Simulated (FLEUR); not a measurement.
**Sn in FLEUR: convergence with lmax**

The system is Sn.

```
Sn
1.0
    -2.02919    2.02919    1.66076
     2.02919   -2.02919    1.66076
     2.02919    2.02919   -1.66076
Sn
1
Direct
  0.00000 0.00000 0.00000
```

This isn't the form of Sn at room conditions, which is tetragonal (white tin).

| Quantity | Value |
| --- | --- |
| Program | FLEUR MaX-R8.1 (later development tree) |
| Task | convergence study |
| Functional | PBE |
| Potentials or basis | all-electron |
| Basis | FLAPW |
| Kmax | 4.1 1/bohr |
| k mesh | 8 × 8 × 8 |
| Occupations | fermi-dirac, width 0.05 eV |
| Spin | no spin polarisation |

These are the settings of the first run; the series varies lmax, with any setting tied to it.

Hardware: 1 thread of Arm Neoverse V2, with other jobs on the host.

**Question.** The values tried are 4, 5, 6, 7, 8, 10, 12, loosest first. From which on does the energy stay within 1 meV/atom of the tightest run that finished?

**Answer.** From 6 on.

```csv
lmax,"energy less the tightest run, at zero smearing (meV/atom)",SCF cycles,CPU time (s),peak memory (GiB)
4,crashed,-,-,-
5,-2.05,13,15,0.05
6,0.93,13,16,0.05
7,0.16,13,17,0.05
8,0.05,13,19,0.06
10,-0.01,13,26,0.07
12,0.00,13,33,0.08
```

The tightest run that finished is the yardstick and may itself not be fully converged.
